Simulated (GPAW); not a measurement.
Crystal: Zn.

```
Zn
1.0
    -0.00488   -3.01739   -0.05415
    -3.11230   -0.00488    0.00884
     0.00884   -0.05415   -3.04092
Zn
2
Cartesian
  -1.5625 -1.5240 -1.5670
  -3.0951 -0.0732 -3.0082
```

The cell isn't the ideal one: all atoms moved at random, sigma 0.05 Å a component, cell strained at random, sigma 0.03.

* Program: GPAW 26.7.0
* Task: relaxation of the atoms
* Functional: PBEsol
* Dispersion: D4
* Potentials or basis: PAW data sets generated in the run's folder for this functional
* Cutoff: 600 eV
* Basis: pw
* k mesh: 8 × 7 × 8
* Occupations: fermi-dirac, width 0.05 eV
* Spin: no spin polarisation

At the start: volume 14.27 Å³/atom.

**Question.** Where does the relaxation end?

**Answer.** Over 3 steps the energy falls by 3.1 meV/atom; space group Fmmm (No. 69, to 0.05 Å).

Step by step:
| step | energy change (eV) | largest force (eV/Å) |
| --- | --- | --- |
| 1 | 0.0000 | 0.2123 |
| 2 | -0.0012 | 0.1899 |
| 3 | -0.0062 | 0.0082 |

Final structure:
```xyz
2
Lattice="-0.0049 -3.0174 -0.0541 -3.1123 -0.0049 0.0088 0.0088 -0.0541 -3.0409" Properties=species:S:1:pos:R:3 pbc="T T T"
Zn   -1.5544   -1.5395   -1.5443
Zn   -3.1033   -0.0577   -3.0309
```

Caveat: later steps reuse the first step's grids; pairwise dispersion overbinds metals, which lowers pressure and volume.
